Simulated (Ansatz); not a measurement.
**WC: how the axes shrink under pressure**

WC, P-6m2, a = 2.898 Å, c = 2.828 Å. Ansatz: PBEsol, PAW, 420 eV, Γ-centred 18×18×14 mesh on 2 atoms, Gaussian smearing 0.10 eV; no spin polarisation. Cell and atoms are relaxed at each pressure, and no other structure is tried, so the rows at high pressure may lie past a change of phase. y = 100 ln(c/c0) with c0 = 2.8278 Å, so nearly a change in per cent. The pressures are the targets, met within 0.03 GPa.

| P (GPa) | y | 100 ln(a/a0) |
| --- | --- | --- |
| -1.0 | ? | ? |
| 0.0 | 0.00 | 0.00 |
| 1.0 | -0.07 | -0.09 |
| 4.0 | -0.27 | -0.35 |
| 12.0 | -0.77 | -1.01 |
| 25.0 | -1.52 | -1.98 |
| 50.0 | -2.78 | -3.61 |
| 90.0 | -4.46 | -5.73 |

Q: Fit y = c1 P + c2 P² to the other rows, give the linear compressibility along c, and predict the missing y.

A: Least squares on the rows shown. y = −0.06435 P + 0.0001652 P². The linear compressibility along c is −c1/100 = 0.64 per TPa, against 0.84 along a from the same fit to the last column (its missing entry is 0.09): the crystal is softer along a at low pressure. With a term in P³ added, the coefficient of P becomes -0.06741, 5 % more, which shows how far this figure hangs on the form. At P = -1.0 the fit asked for gives 0.06. The run gave 0.07, so the fit is 0.01 too low, within the rms miss on the fitted rows (0.02).

The mesh isn't the same in all rows (18×18×14, 18×18×16). Spin–orbit coupling is left out, which can shift energies with elements as heavy as these.